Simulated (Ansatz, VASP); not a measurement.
# AlCo in VASP and in Ansatz

```
CELL_PARAMETERS angstrom
2.19834 0.00000 0.00000
-1.09917 1.90381 0.00000
0.00000 0.00000 6.42086
ATOMIC_POSITIONS crystal
Co 0.00000 0.00000 0.00000
Co 0.00000 0.00000 0.50000
Al 0.33333 0.66667 0.25000
Al 0.66667 0.33333 0.75000
```

Change from the starting cell: volume scaled by 0.55, crystal datasets.

Alike in both runs: task single point; functional PBE; k mesh 10 × 10 × 6; occupations fermi-dirac, width 0.05 eV; no spin polarisation.

```csv
,VASP,Ansatz
version,VASP 6.6.1,Ansatz 0.2.0
potentials or method,"VASP PAW PBE potentials, release 64 (Co, Al), cutoff 520 eV","all-electron PAW with datasets made for the crystal, scalar-relativistic"
```

```tsv
	VASP	Ansatz	Ansatz less VASP
pressure (GPa)	342.5	339.3	-3.20
largest component of the traceless stress (GPa)	0.91	0.89	-0.019
```

Ansatz ran all-electron here, so the differences hold the error of VASP's frozen core and of both bases.

Caveats: the cell as given lies far from equilibrium; so large a pressure means that the cell lies far from this level's equilibrium, or that cutoff or potentials fall short (VASP). Spin polarisation is off, so any magnetic state and its effect on volume and gap are missing.
